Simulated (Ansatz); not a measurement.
# SnSe (Pnma) in Ansatz: single point with PBE

Aim: the single point of SnSe with PBE.

All numbers are computed with Ansatz 0.2.0; they aren't measurements. Logs are shortened: lines on timing, memory, paths and dates and some standing lists are left out, and cuts for length are marked.

### 1 Starting point

Symmetry: Pnma, No. 62, orthorhombic system. Conventional cell: a = 11.420 Å, b = 4.190 Å, c = 4.460 Å, α = 90.00°, β = 90.00°, γ = 90.00°. Sn (site symmetry m) has 3 Se at 2.69 to 2.83 Å as nearest neighbours. Se (site symmetry m) has 3 Sn at 2.69 to 2.83 Å as nearest neighbours.

### 2 Single point, PBE

Contents of input.yaml:

```yaml
crystal:
  lattice:
    - [11.42, 0.0, 0.0]
    - [0.0, 4.19, 0.0]
    - [0.0, 0.0, 4.46]
  atoms:
    - { symbol: Sn, position: [0.877, 0.75, 0.909] }
    - { symbol: Sn, position: [0.623, 0.25, 0.409] }
    - { symbol: Sn, position: [0.377, 0.75, 0.591] }
    - { symbol: Sn, position: [0.123, 0.25, 0.091] }
    - { symbol: Se, position: [0.643, 0.75, 0.984] }
    - { symbol: Se, position: [0.857, 0.25, 0.484] }
    - { symbol: Se, position: [0.143, 0.75, 0.516] }
    - { symbol: Se, position: [0.357, 0.25, 0.016] }
hamiltonian:
  xc: pbe
  pseudopotentials: { kind: paw }
kpoints:
  mp_grid: { grid: [3, 6, 6] }
scf:
  occupations: { method: fermi_dirac, width: 0.05 }
basis:
  ecutwfc: "350 eV"
output:
  forces: true
  stress: true
  eigenvalues: true
  write_density: true
  write_potential: true
  elf: true
  volumetric_format: npy
```

Potentials or basis: Ansatz PAW.

The run is started by

```bash
ansatz run input.yaml --threads 2 --pin off --max-ram 5120MiB --backend cpu --events-out ev --progress --plain --runs-dir out
```

Log:

```text
Warning: basis.ecutwfc = 350 eV is below the records' recommended 420 eV, and the density's cutoff is lower with it unless basis.ecutrho_ratio is high enough to keep the records' density cutoff: compare with a run at a higher cutoff
Warning: RAYON_NUM_THREADS=2 ignored (pool sized by the plan → 2); use --threads N
Engine: ansatz 0.2.0, aarch64-unknown-linux-gnu
Pseudopotentials: kind: paw
Pseudopotential: Sn, paw, valence charge 14, recommended cutoff 420 eV (normal), Sn.paw.azcp
Pseudopotential: Se, paw, valence charge 16, recommended cutoff 420 eV (normal), Se.paw.azcp
Functional definition: PBE
  parameter kappa = 0.804
  parameter beta = 0.06672455060314922
  exchange = pbe_x(kappa = kappa, mu = beta*pi^2/3)
  correlation = pbe_c(beta = beta)
Crystal: 8 atoms, lattice volume = 213.410 Å³
Basis set: ecut = 350 eV, 3191 PW (Γ), exchange–correlation on 144×54×60 points (8 copies of the dense FFT grid, shifted against one another)
Bands: 72, of which v1, the nominal top of the filled ones, is band 60 counted from 1 (59 counted from 0)
Symmetry: 8 space group operations
Space group: Pnma (ITA 62), of the structure as read, at distance tolerance 6.0e-5 Å
k-points: 32 of 108
Non-local potential: Sn, projectors of the file, l = 0: 2, l = 1: 2, l = 2: 2, l = 3: 2
Non-local potential: Se, projectors of the file, l = 0: 2, l = 1: 2, l = 2: 3, l = 3: 1
PAW form: soft (Blöchl's): semilocal exchange-correlation on the pseudo side does not see the compensation charge
PAW one-centre angular grid: Sn, 590 points (default); XC on 64 Gauss nodes
PAW one-centre angular grid: Se, 590 points (default); XC on 64 Gauss nodes
Initial density: superposition of atomic densities (neutral atoms: chi_scale 0, normalization atom), corrected by the library's trained network
Initial wavefunctions: pseudopotential atomic-orbital guess
Functional: x = pbe(κ = 0.804, μ = 0.2195149727645171), c = pbe(β = 0.06672455060314922)
SCF iter   1: F=—  HF=-45976.547593 eV  |F-HF|=—  |Δ(HF+E_count)|=         —  Δρ=1.39e-3  dr2=4.83e-3  ethr=1.77e-3  ⟨swp⟩=6.6  Hψ=8693  notcnv=0  defer=7
preconditioner: auto → Resta (q_TF=auto, 2.479 Å⁻¹)  ε∞=2.8  [insulator: Δε(μ)=0.539 eV  Ē_g=16.750 eV  σ=0.050 eV  W_gap=0.99  n_scr=56 (ndim 8)  ℏωp=22.7 eV  f_vac=0.001  D(μ)=0.01/eV (n_scr^D=0)  ε∞_Penn≈2.8]
SCF iter   2: F=—  HF=-45976.544926 eV  |F-HF|=—  |Δ(HF+E_count)|=   2.67e-3  Δρ=6.82e-4  dr2=8.56e-4  ethr=4.03e-6  ⟨swp⟩=2.2  Hψ=4615  notcnv=0  defer=57
SCF iter   3: F=—  HF=-45976.545226 eV  |F-HF|=—  |Δ(HF+E_count)|=   3.00e-4  Δρ=2.52e-4  dr2=9.29e-5  ethr=7.13e-7  ⟨swp⟩=2.0  Hψ=3870  notcnv=0  defer=57
SCF iter   4: F=—  HF=-45976.545314 eV  |F-HF|=—  |Δ(HF+E_count)|=   8.78e-5  Δρ=9.27e-5  dr2=1.47e-5  ethr=7.74e-8  ⟨swp⟩=2.0  Hψ=4083  notcnv=0  defer=57
SCF iter   5: F=—  HF=-45976.545324 eV  |F-HF|=—  |Δ(HF+E_count)|=   1.06e-5  Δρ=1.68e-5  dr2=5.88e-7  ethr=1.22e-8  ⟨swp⟩=2.0  Hψ=3445  notcnv=0  defer=57
SCF iter   6: F=-45976.545324 eV  HF=-45976.545324 eV  |F-HF|=6.21e-8  |Δ(HF+E_count)|=   8.95e-8  Δρ=6.31e-6  dr2=7.10e-8  ethr=8.33e-11  ⟨swp⟩=14.1  Hψ=21526  notcnv=0
SCF 1 converged in 6 iterations: F = -45976.545324 eV  dr2 = 7.10e-8
SCF converged after 6 iterations
Free energy (F): -45976.545324 eV
Harris-Foulkes:  -45976.545324 eV  (|F-HF|=6.21e-8)
Internal energy: -45976.545212 eV  (E = F + TS)
E sigma→0 (E₀):  -45976.545268 eV
Entropy (-TS):   -0.000113 eV (-0.014 meV/atom)
Fermi energy:    9.314380 eV
--- Per-component energies (eV) ---
  E_band       = -1878.463180
  E_kinetic    = 1217.138522
  E_local      = -13279.282054  (includes V_loc(G=0)·N_el)
  E_nonlocal   = -2513.467703
  E_hartree    = 7002.727271
  E_xc         = -1950.520838
  E_vxc        = -780.046226  (∫ρ·V_xc dr)
  E_paw        = -24179.982376  (= ΣΔE_a)
  E_vpaw       = -528.261260  (= ΣTr[D̂ρ^β])
  E_aug_tail   = 0.002774  (compensation charges beyond the density's cutoff)
  E_ewald      = -12273.160808
  E_smearing   = -0.000113  (= −TS)
  E_closure    = -0.000000  (closes the sum)
  Σ components = -45976.545324   (vs F -45976.545324, Δ=0.00e0)
--- Forces (eV/Å), atoms counted from 1 ---
  atom   1  Sn     0.31367566     0.00000000    -0.01778282
  atom   2  Sn    -0.31367566     0.00000000    -0.01778282
  atom   3  Sn     0.31367566     0.00000000     0.01778282
  atom   4  Sn    -0.31367566     0.00000000     0.01778282
  atom   5  Se    -0.26088970     0.00000000     0.02693874
  atom   6  Se     0.26088970     0.00000000     0.02693874
  atom   7  Se    -0.26088970     0.00000000    -0.02693874
  atom   8  Se     0.26088970     0.00000000    -0.02693874
  max |Σ_I F_I| component: 5.55e-17 eV/Å
--- Stress (GPa, compression-positive) ---
        4.250305       0.000000       0.000000
        0.000000       1.613005       0.000000
        0.000000       0.000000       1.400298
  P = ⅓ Tr σ = 2.4212 GPa (24.212 kbar)
--- Band table (eV; the first three rows and the last of 32) ---
  k-point 0: bands = ["-38.3644", "-38.3644", "-38.3643", "-38.3643", "-38.3639", "-38.3638", "-38.3637", "-38.3636", "-38.3497", "-38.3496", "-38.3496", "-38.3495", "-38.3430", "-38.3429", "-38.3428", "-38.3427", "-38.3390", "-38.3389", "-38.3388", "-38.3387", "-12.3226", "-12.3116", "-12.3086", "-12.3074", "-12.3054", "-12.3023", "-12.3019", "-12.2966", "-12.2927", "-12.2902", "-12.2854", "-12.2752", "-12.2715", "-12.2684", "-12.2538", "-12.2502", "-12.2423", "-12.2396", "-12.2383", "-12.2279", "-4.7842", "-4.4549", "-3.6975", "-3.2279", "1.8140", "2.8803", "3.6360", "3.9259", "4.0508", "5.5659", "5.6457", "5.6927", "6.1334", "6.1948", "6.8091", "7.2139", "7.4933", "7.8437", "8.2616", "8.4787", "9.8382", "12.0055", "12.0894", "12.1126", "12.3796", "12.4158", "13.3699", "13.5629", "13.6529", "13.6728", "14.3021", "14.9431"]
  k-point 1: bands = ["-38.3644", "-38.3644", "-38.3643", "-38.3643", "-38.3638", "-38.3638", "-38.3637", "-38.3636", "-38.3497", "-38.3496", "-38.3495", "-38.3494", "-38.3430", "-38.3429", "-38.3428", "-38.3428", "-38.3390", "-38.3389", "-38.3388", "-38.3387", "-12.3210", "-12.3103", "-12.3087", "-12.3086", "-12.3047", "-12.3043", "-12.3025", "-12.2979", "-12.2902", "-12.2868", "-12.2844", "-12.2757", "-12.2713", "-12.2690", "-12.2538", "-12.2494", "-12.2435", "-12.2405", "-12.2375", "-12.2285", "-4.6681", "-4.3477", "-3.6877", "-3.2598", "1.4484", "2.6205", "2.9145", "3.5686", "4.1549", "5.7449", "5.8255", "6.2424", "6.2988", "6.8167", "6.9228", "7.4340", "7.5540", "8.0054", "8.3271", "8.4702", "9.9380", "11.1230", "11.6914", "11.8638", "12.1335", "12.4196", "12.8969", "12.9085", "13.5268", "13.7102", "14.1406", "14.2135"]
  k-point 2: bands = ["-38.3644", "-38.3644", "-38.3643", "-38.3643", "-38.3638", "-38.3638", "-38.3637", "-38.3637", "-38.3496", "-38.3496", "-38.3495", "-38.3495", "-38.3429", "-38.3429", "-38.3428", "-38.3428", "-38.3389", "-38.3389", "-38.3388", "-38.3388", "-12.3172", "-12.3106", "-12.3098", "-12.3082", "-12.3075", "-12.3038", "-12.3036", "-12.3009", "-12.2834", "-12.2821", "-12.2798", "-12.2771", "-12.2723", "-12.2706", "-12.2527", "-12.2475", "-12.2464", "-12.2427", "-12.2354", "-12.2303", "-4.3580", "-4.0591", "-3.7389", "-3.3994", "0.9805", "1.7948", "2.2536", "2.8465", "4.6372", "5.9873", "6.3168", "6.7446", "7.0632", "7.1093", "7.2352", "7.5819", "7.7820", "8.3227", "8.5529", "9.0423", "9.9737", "10.4826", "10.5096", "10.7085", "11.4514", "11.5543", "12.0147", "12.0457", "12.8817", "12.9408", "14.2866", "14.6319"]
  k-point 31: bands = ["-38.3644", "-38.3644", "-38.3644", "-38.3644", "-38.3636", "-38.3636", "-38.3636", "-38.3636", "-38.3495", "-38.3495", "-38.3495", "-38.3495", "-38.3429", "-38.3429", "-38.3429", "-38.3429", "-38.3388", "-38.3388", "-38.3388", "-38.3388", "-12.3279", "-12.3279", "-12.3249", "-12.3249", "-12.2933", "-12.2933", "-12.2911", "-12.2911", "-12.2820", "-12.2820", "-12.2792", "-12.2792", "-12.2630", "-12.2630", "-12.2565", "-12.2565", "-12.2381", "-12.2381", "-12.2344", "-12.2344", "-3.4870", "-3.4870", "-3.4825", "-3.4825", "2.3172", "2.3172", "2.3906", "2.3906", "4.1955", "4.1955", "4.4911", "4.4911", "5.1940", "5.1940", "5.5114", "5.5114", "7.2451", "7.2451", "7.6082", "7.6082", "11.6545", "11.6545", "11.8430", "11.8430", "13.7786", "13.7786", "13.7846", "13.7846", "15.2504", "15.2504", "15.4216", "15.4216"]
```

rho_z.tsv:

```text
# z_ang	rho[e/angstrom^3]
# format = ansatz-planar-average/11
# lattice	11.420000000	0.000000000	0.000000000
# lattice	0.000000000	4.190000000	0.000000000
# lattice	0.000000000	0.000000000	4.460000000
# sites	8
# site	50	10.015340000	3.142500000	4.054140000
# site	50	7.114660000	1.047500000	1.824140000
# site	50	4.305340000	3.142500000	2.635860000
# site	50	1.404660000	1.047500000	0.405860000
# site	34	7.343060000	3.142500000	4.388640000
# site	34	9.786940000	1.047500000	2.158640000
# site	34	1.633060000	3.142500000	2.301360000
# site	34	4.076940000	1.047500000	0.071360000
0.000000	1.095601e0
0.148667	1.001901e0
0.297333	7.972740e-1
0.446000	6.006823e-1
0.594667	4.507017e-1
0.743333	3.385525e-1
[... 22 lines left out ...]
4.162667	7.972740e-1
4.311333	1.001901e0
```

v_z.tsv:

```text
# z_ang	v_es[eV]	v_tot[eV]
# format = ansatz-planar-average/11
# xc	pbe
# density_cutoff_ev	1400
# datasets	Sn=:simpson_from_first_knot:soft	Se=:simpson_from_first_knot:soft
# lattice	11.420000000	0.000000000	0.000000000
# lattice	0.000000000	4.190000000	0.000000000
# lattice	0.000000000	0.000000000	4.460000000
# sites	8
# site	50	10.015340000	3.142500000	4.054140000
# site	50	7.114660000	1.047500000	1.824140000
# site	50	4.305340000	3.142500000	2.635860000
# site	50	1.404660000	1.047500000	0.405860000
# site	34	7.343060000	3.142500000	4.388640000
# site	34	9.786940000	1.047500000	2.158640000
# site	34	1.633060000	3.142500000	2.301360000
# site	34	4.076940000	1.047500000	0.071360000
0.000000	6.217754e0	-4.517545e0
0.148667	6.350324e0	-4.307549e0
0.297333	6.702034e0	-3.741679e0
0.446000	7.156280e0	-2.981300e0
0.594667	7.608140e0	-2.178035e0
0.743333	8.001803e0	-1.421621e0
[... 22 lines left out ...]
4.162667	6.702034e0	-3.741679e0
4.311333	6.350324e0	-4.307549e0
```

Wall time 19 s (2 threads of Arm Neoverse V1, shared host); peak memory 0.62 GiB.

Results:

* Free energy: -45976.5453 eV
* Pressure: 2.4 GPa
* Largest force: 0.314 eV/Å
* Band gap on the k mesh: 0.54 eV, indirect (least direct gap 0.71 eV)

Forces in eV/Å, atoms in the order of the input:
```
Sn   0.314  0.000 -0.018
Sn  -0.314  0.000 -0.018
Sn   0.314  0.000  0.018
Sn  -0.314  0.000  0.018
Se  -0.261  0.000  0.027
Se   0.261  0.000  0.027
Se  -0.261  0.000 -0.027
Se   0.261  0.000 -0.027
```

Stress tensor (GPa, compression positive):
```
4.25 0.00 0.00
0.00 1.61 0.00
0.00 0.00 1.40
```

Caveat: odd divisions of the mesh miss points on the zone boundary, where band edges often lie, so the gap on the mesh can be too wide; spin-orbit coupling is left out, which moves the levels of the heavy elements; the cutoff lies under the one recommended for these potentials.

### 3 How close it comes

Step 2. The gap isn't set beside the deposited one, since this odd mesh misses points on the zone boundary.
